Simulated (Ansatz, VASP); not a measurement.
# MgO: VASP beside Ansatz

```xyz
8
Lattice="3.2506 0.0000 0.0000 -1.6253 2.8151 0.0000 0.0000 0.0000 10.3863" Properties=species:S:1:pos:R:3 pbc="T T T"
Mg    0.0000    1.8767   10.0712
Mg    0.0000    0.0000    2.2954
Mg    0.0000    0.0000    7.4886
Mg    1.6253    0.9384    4.8781
O     0.0000    1.8767    8.0997
O     0.0000    0.0000    5.4995
O     0.0000    0.0000    0.3063
O     1.6253    0.9384    2.9065
```

Measurements of this composition are mostly on another form, of space group No. 225.

Alike in both runs: task single point; functional PBEsol; k mesh 6 × 6 × 2; no spin polarisation.

|  | VASP | Ansatz |
| --- | --- | --- |
| version | VASP 6.6.1 | Ansatz 0.2.0 |
| potentials or method | VASP PAW PBE potentials, release 64 (Mg, O) | plane waves, PAW |
| plane-wave cutoff (eV) | 520 | 435 |
| occupations | gaussian, width 0.01 eV | fixed |
| valence electrons in the cell | 32 | 64 |

|  | VASP | Ansatz | Ansatz less VASP |
| --- | --- | --- | --- |
| gap on the k mesh at the Fermi level (eV) | 3.49 | 3.49 | 0.000 |

The two sets of potentials don't hold the same shells in valence.
